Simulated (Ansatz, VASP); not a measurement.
## Two plane-wave programs on ZrN

```
Zr N
1.0
     0.00000    2.31523    2.31523
     2.31523    0.00000    2.31523
     2.31523    2.31523    0.00000
Zr N
1 1
Cartesian
  2.3152 2.3152 2.3152
  0.0000 0.0000 0.0000
```

Change from the starting cell: volume scaled by 1.02.

Alike in both runs: task single point; functional PBE; k mesh 10 × 10 × 10; occupations fermi-dirac, width 0.05 eV; no spin polarisation.

|  | VASP | Ansatz |
| --- | --- | --- |
| version | VASP 6.6.1 | Ansatz 0.2.0 |
| potentials or method | VASP PAW PBE potentials, release 64 (Zr_sv, N) | Ansatz PAW |
| plane-wave cutoff (eV) | 520 | 420 |
| valence electrons in the cell | 17 | 17 |

|  | VASP | Ansatz | Ansatz less VASP |
| --- | --- | --- | --- |
| gap on the k mesh at the Fermi level (eV) | none | none | - |
| pressure (GPa) | -5.3 | -5.5 | -0.23 |

A gap of «none» marks a metal or a gap that the smearing closes.

Caveats: the pressure holds a Pulay correction of +0.4 GPa for the finite cutoff (Ansatz).
